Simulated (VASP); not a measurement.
Here is a VASP 6.6.1 calculation.

INCAR

```
SYSTEM = GaN
  PREC = Accurate
  ENCUT = 520
  EDIFF = 1E-6
  ISMEAR = -1
  SIGMA = 0.02
  LREAL = .FALSE.
  LASPH = .TRUE.
  NELM = 80
  ALGO = Normal
  ISIF = 2
  LWAVE = .FALSE.
  LCHARG = .FALSE.
  GGA = PE
  NBANDS = 16
```

File KPOINTS:

```
regular mesh
0
G
  10 10 10
  0 0 0
```

File POSCAR:

```
GaN
1.0
    0.0000000000      2.1085152362      2.1085152362
    2.1085152362      0.0000000000      2.1085152362
    2.1085152362      2.1085152362      0.0000000000
Ga N
1 1
Direct
    0.0000000000      0.0000000000      0.0000000000
    0.5000000000      0.5000000000      0.5000000000
```

Potentials or basis: VASP PAW PBE potentials, release 64 (Ga_d, N).

Command:

```sh
$ cat potpaw_PBE.64/Ga_d/POTCAR potpaw_PBE.64/N/POTCAR > POTCAR
$ mpirun -np 1 vasp_std > vasp.out
```

**Question.** Predict the pressure.

**Answer.** 9.1 GPa.

**Question.** Estimate the band gap on the k mesh.

**Answer.** 0.66 eV, indirect (least direct gap 2.83 eV).

A k mesh can miss the band edges. A hybrid or GW would open this gap; PBE tends to underestimate it.
